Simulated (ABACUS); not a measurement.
CdO (Monteponite):

```
Cd O
1.0
     0.00000    2.34950    2.34950
     2.34950    0.00000    2.34950
     2.34950    2.34950    0.00000
Cd O
1 1
Cartesian
  0.0000 0.0000 0.0000
  2.3495 2.3495 2.3495
```

Program: ABACUS 3.10.1. Alike in all runs: task single point; potentials or basis SG15 ONCV 1.2 PBE, DZP LCAO (the cutoffs set its grid); no spin polarisation; cell as given; k mesh 4 × 4 × 4; cutoff (eV) 1401; smearing fermi-dirac 0.05 eV; the mesh is coarse, so values aren't converged.

Order these runs on this cell by their band gap on the k mesh, lowest first.
A. level PBE0-type (share 0.4); share of exact exchange 0.4; threshold of the auxiliary basis 0.001; range of the exchange potential (exx_ccp_rmesh_times) 2.5
B. level PBE0-type (share 0.1); share of exact exchange 0.1; threshold of the auxiliary basis 0.001; range of the exchange potential (exx_ccp_rmesh_times) 2.5
C. level PBE
D. level PBE0-type (share 0.25); share of exact exchange 0.25; threshold of the auxiliary basis 0.001; range of the exchange potential (exx_ccp_rmesh_times) 2.5

C (metal), B (0.32 eV), D (1.51 eV), A (2.73 eV).

Caveats: all runs use coarse meshes; the atomic orbitals were generated for these runs and aren't a published set; the basis of atomic orbitals isn't converged, which shifts pressures, moduli and gaps; gaps of hybrids in this basis differ from plane-wave ones by up to 0.1 eV (some runs).

A k mesh can miss the band edges.
